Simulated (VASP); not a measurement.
# CoO under changes of volume

One of the cells (11.807 Å³/atom); the others are scaled copies at fixed shape and fractional positions:

```
Co O
1.0
     3.21882    0.00000    0.00000
    -1.60941    2.78758    0.00000
     0.00000    0.00000    5.26334
Co O
2 2
Direct
  0.33333 0.66667 0.50336
  0.00000 0.00000 0.00347
  0.33333 0.66667 0.87156
  0.00000 0.00000 0.37161
```

Measurements of this composition are mostly on another form, of space group No. 225.

* Program: VASP 6.6.1
* Functional: PBE
* Potentials or basis: VASP PAW PBE potentials, release 64 (Co, O)
* Cutoff: 520 eV
* k mesh: 10 × 10 × 5
* Occupations: fermi-dirac, width 0.05 eV
* Spin: collinear spin, ferromagnetic start
* Starting moments: [2.0, 2.0, 0.0, 0.0] μB

```csv
volume (Å³/atom),energy over the lowest point (meV/atom),pressure (GPa),moment (μB per cell),largest force (eV/Å)
10.881,?,?,?,?
11.112,14.10,6.6,5.63,0.344
11.344,5.66,4.0,5.76,0.325
11.807,0.00,-1.0,5.91,0.297
12.038,2.50,-3.3,5.95,0.286
12.270,8.29,-5.4,5.98,0.277
```

**Question.** What does the run at 10.881 Å³/atom give?

**Answer.** Energy over the lowest point 26.45 meV/atom; pressure 9.3 GPa; moment 5.46 μB per cell; largest force 0.370 eV/Å.

Worked out: A Birch-Murnaghan fit of order 3 (a polynomial in V^(-2/3)) to the other rows has its minimum at 11.76 Å³/atom with B0 = V·E''(V) = 124 GPa (rough, since the energies scatter) at fixed shape and positions, which overstates the stiffness. It gives 26.44 meV/atom at 10.881 Å³/atom, against the run's 26.45, and -dE/dV = 9.9 GPa, against 9.3. A parabola through the other rows of the moment, of slope 0.658 μB per Å³/atom there, extrapolates to 5.49 μB, against the run's 5.46.

Energies are extrapolated to zero smearing.
